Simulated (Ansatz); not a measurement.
Crystal: SnSe2.

```xyz
3
Lattice="3.8110 0.0000 0.0000 -1.9055 3.3004 0.0000 0.0000 0.0000 6.1360" Properties=species:S:1:pos:R:3 pbc="T T T"
Sn    0.0000    0.0000    0.0000
Se    1.9055    1.1001    4.6081
Se    0.0000    2.2003    1.5279
```

| Item | Value |
| --- | --- |
| Program | Ansatz 0.2.0 |
| Task | single point |
| Functional | PBEsol |
| Potentials or basis | all-electron LAPW, scalar-relativistic |
| Cutoff | 260 eV (chosen from the basis error) |
| Basis error allowed | 0.001 eV/atom |
| k mesh | 8 × 8 × 5 |
| Occupations | fermi-dirac, width 0.05 eV |
| Spin | no spin polarisation |

On this cell: pressure 2.5 GPa; largest force 0.599 eV/Å; band gap on the k mesh 0.74 eV, indirect (least direct gap 1.01 eV).

The same run follows on a disturbed copy (atoms moved at random, drawn with an rms of 0.05 Å):

```xyz
3
Lattice="3.8110 0.0000 0.0000 -1.9055 3.3004 0.0000 0.0000 0.0000 6.1360" Properties=species:S:1:pos:R:3 pbc="T T T"
Sn   -0.0040   -0.0133   -0.0115
Se    1.8972    1.1299    4.5987
Se   -0.0040    2.2062    1.5534
```

Task: What does the disturbed cell give?

Result: The energy moves by -3.6 meV/atom; pressure 1.9 GPa; largest force 0.609 eV/Å; band gap on the k mesh 0.68 eV, indirect (least direct gap 1.01 eV).

Forces on the atoms (eV/Å):
```
Sn  -0.012  0.202  0.318
Se   0.016 -0.168 -0.585
Se  -0.004 -0.034  0.268
```

Stress tensor (GPa, compression positive):
```
 1.31  0.01 -0.05
 0.01  1.53  0.36
-0.05  0.36  2.71
```

Caveats: spin-orbit coupling is left out, which moves the levels of the heavy elements; an odd mesh through Γ misses points on the zone boundary, where band edges often lie; this functional lacks dispersion, which binds the layers, so the pressure and a relaxed spacing across them are unreliable (some runs).
